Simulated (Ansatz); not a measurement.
Space group I4/mcm (No. 140). a = 5.555 Å, b = 5.555 Å, c = 7.893 Å, α = 90.00°, β = 90.00°, γ = 90.00°
| atom | site | symmetry | x | y | z |
| --- | --- | --- | --- | --- | --- |
| Sr | 4b | -42m | 0.0000 | 0.5000 | 0.2500 |
| Ti | 4c | 4/m.. | 0.0000 | 0.0000 | 0.0000 |
| O | 4a | 422 | 0.0000 | 0.0000 | 0.2500 |
| O | 8h | m.2m | 0.2282 | 0.7282 | 0.0000 |

Equation of state of this SrTiO₃ structure (not necessarily the ground state), with shape and atoms relaxed at each volume where symmetry leaves them free. Theory: DFT PBE, scalar-relativistic, plane waves, PAW in Ansatz.

Settings: cutoff 420 eV, Γ-centred mesh 8×8×8 on the computed 10-atom cell, Gaussian smearing of 0.02 eV; no spin polarisation.

```
V (Å³/atom) E − E(largest V) (meV/atom) P (GPa) gap on mesh (eV)
     10.718                        60.37    28.00              2.32
     11.084                         6.74    19.25              2.21
     11.449                       -28.43    11.79              2.11
     11.814                       -47.88     5.43              2.01
     12.180                       -53.90    -0.01              1.93
     12.545                       -48.45    -4.66              1.84
     12.911                       -33.24    -8.62              1.76
     13.398                         0.00   -13.07              1.69
```

Problem. Fit a third-order Birch–Murnaghan equation to E(V).

Solution. V0 = 12.18 Å³/atom, B0 = 167 GPa, B0' = 4.2.

Cost: 8 runs of about 14 core-minutes in all, on Arm Neoverse V2 (shared hosts).